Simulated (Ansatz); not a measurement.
Na2S:

```xyz
3
Lattice="0.0000 3.2735 3.2735 3.2735 0.0000 3.2735 3.2735 3.2735 0.0000" Properties=species:S:1:pos:R:3 pbc="T T T"
S     0.0000    0.0000    0.0000
Na    4.9102    4.9102    4.9102
Na    1.6367    1.6367    1.6367
```

Base run:

| Property | Result |
| --- | --- |
| Program | Ansatz 0.2.0 |
| Functional | HSE06 form with a typed share of exact exchange |
| Potentials or basis | Ansatz PAW |
| Cutoff | 420 eV (not typed: the program's choice for these potentials) |
| k mesh | 4 × 4 × 4 |
| Occupations | fermi-dirac, width 0.05 eV |
| Spin | no spin polarisation |

Its results: band gap on the k mesh 3.62 eV, direct; pressure -0.3 GPa.

Problem. The run is repeated on the same cell with these changes: screening (1/å) from 0.15 to 0.6. What comes out?

Solution. Band gap on the k mesh 2.86 eV, direct; pressure -0.1 GPa.

Caveats: the PAW data sets come from PBE, with cores solved anew for the run's functional, which leaves a small shift of forces and pressure; the thresholds are loose for stress.

